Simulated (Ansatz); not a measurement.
Crystal: CsPbCl3.

```xyz
5
Lattice="5.6050 0.0000 0.0000 0.0000 5.6050 0.0000 0.0000 0.0000 5.6050" Properties=species:S:1:pos:R:3 pbc="T T T"
Pb    2.8025    2.8025    2.8025
Cs    0.0000    0.0000    0.0000
Cl    2.8025    0.0000    2.8025
Cl    0.0000    2.8025    2.8025
Cl    2.8025    2.8025    0.0000
```

Base run:

```yaml
Program: Ansatz 0.2.0
Functional: BLYP
Potentials_or_basis: Ansatz PAW
Cutoff: 420 eV
Density_cutoff: 1680 eV
k_mesh: 5 × 5 × 5
Occupations: fermi-dirac, width 0.05 eV
Spin: no spin polarisation
```

Its results: pressure 3.2 GPa.

Q: The run is repeated on the same cell with these changes: functional from BLYP to LDA. What comes out?

A: Pressure -1.3 GPa.

LDA binds more tightly than BLYP, so the same cell stands under less pressure.

Caveats: the PAW data sets come from PBE, with cores solved anew for the run's functional, which leaves a small shift of forces and pressure; the potentials were made for another functional, which shifts forces and pressure (some runs).

Not every run made on this cell is shown here.
